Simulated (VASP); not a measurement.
A run of VASP 6.6.1 is set up as follows.

File INCAR:

```
  PREC = Accurate
  ENCUT = 400
  EDIFF = 1E-6
  ISMEAR = -1
  SIGMA = 0.05
  LREAL = F
  LASPH = T
  NELM = 100
  ALGO = Normal
  ISIF = 2
  LWAVE = F
  LCHARG = F
  GGA = PE
  IBRION = 2
  NSW = 40
  EDIFFG = -0.005
```

File KPOINTS:

```
regular mesh
0
Gamma
  6 6 6
```

The input POSCAR:

```
Al
1.0
    8.0800000000      0.0000000000      0.0000000000
    0.0000000000      8.0800000000      0.0000000000
    0.0000000000      0.0000000000      8.0800000000
Al
31
Direct
    0.0000000000      0.0000000000      0.5000000000
    0.0000000000      0.5000000000      0.0000000000
    0.0000000000      0.5000000000      0.5000000000
    0.5000000000      0.0000000000      0.0000000000
    0.5000000000      0.0000000000      0.5000000000
    0.5000000000      0.5000000000      0.0000000000
    0.5000000000      0.5000000000      0.5000000000
    0.0000000000      0.2500000000      0.2500000000
    0.0000000000      0.2500000000      0.7500000000
    0.0000000000      0.7500000000      0.2500000000
    0.0000000000      0.7500000000      0.7500000000
    0.5000000000      0.2500000000      0.2500000000
    0.5000000000      0.2500000000      0.7500000000
    0.5000000000      0.7500000000      0.2500000000
    0.5000000000      0.7500000000      0.7500000000
    0.2500000000      0.0000000000      0.2500000000
    0.2500000000      0.0000000000      0.7500000000
    0.2500000000      0.5000000000      0.2500000000
    0.2500000000      0.5000000000      0.7500000000
    0.7500000000      0.0000000000      0.2500000000
    0.7500000000      0.0000000000      0.7500000000
    0.7500000000      0.5000000000      0.2500000000
    0.7500000000      0.5000000000      0.7500000000
    0.2500000000      0.2500000000      0.0000000000
    0.2500000000      0.2500000000      0.5000000000
    0.2500000000      0.7500000000      0.0000000000
    0.2500000000      0.7500000000      0.5000000000
    0.7500000000      0.2500000000      0.0000000000
    0.7500000000      0.2500000000      0.5000000000
    0.7500000000      0.7500000000      0.0000000000
    0.7500000000      0.7500000000      0.5000000000
```

Potentials or basis: VASP PAW PBE potentials, release 64 (Al).

Run with:

```bash
$ cat potpaw_PBE.64/Al/POTCAR > POTCAR
$ mpirun -np 1 vasp_std > vasp.out
```

(1) What does it give for the band gap on the k mesh?

(2) What does it give for the energy gained by relaxing?

## Answers

(1) none (metal or under the smearing width).

(2) 2.0 meV/atom.
